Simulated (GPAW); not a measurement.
Crystal: Mg.

```
Mg
1.0
     3.20930    0.00000    0.00000
    -1.60465    2.77934    0.00000
     0.00000    0.00000    5.21030
Mg
2
Direct
  0.66667 0.33333 0.75000
  0.33333 0.66667 0.25000
```

| Property | Result |
| --- | --- |
| Program | GPAW 26.7.0 |
| Task | relaxation of cell and atoms |
| Functional | PBEsol |
| Potentials or basis | PAW data sets generated in the run's folder for this functional |
| Cutoff | 800 eV |
| Basis | pw |
| k mesh | 10 × 10 × 5 |
| Occupations | fermi-dirac, width 0.05 eV |
| Spin | no spin polarisation |

At the start: pressure -1.1 GPa; volume 23.24 Å³/atom.

Task: Where does the relaxation end?

Result: Over 7 steps the energy falls by 5.6 meV/atom and the volume is 22.59 Å³/atom (-2.8 %); space group P6_3/mmc (No. 194, to 0.05 Å).

The path:
```
step  energy change (eV)  largest force (eV/Å)  pressure (GPa)  volume (Å³)
   1              0.0000                0.0000           -1.07        46.47
   2             -0.0013                0.0000           -0.96        46.32
   3             -0.0086                0.0000            0.36        44.68
   4             -0.0088                0.0000            0.26        44.80
   5             -0.0101                0.0000           -0.02        45.14
   6             -0.0110                0.0000           -0.11        45.26
   7             -0.0111                0.0000           -0.04        45.17
```

Final structure:
```yaml
crystal:
  lattice:
    - [3.14879, 0.00000, 0.00000]
    - [-1.57440, 2.72693, 0.00000]
    - [0.00000, 0.00000, 5.26098]
  atoms:
    - { symbol: Mg, position: [0.66667, 0.33333, 0.75000] }
    - { symbol: Mg, position: [0.33333, 0.66667, 0.25000] }
```

Caveat: later steps reuse the first step's grids.
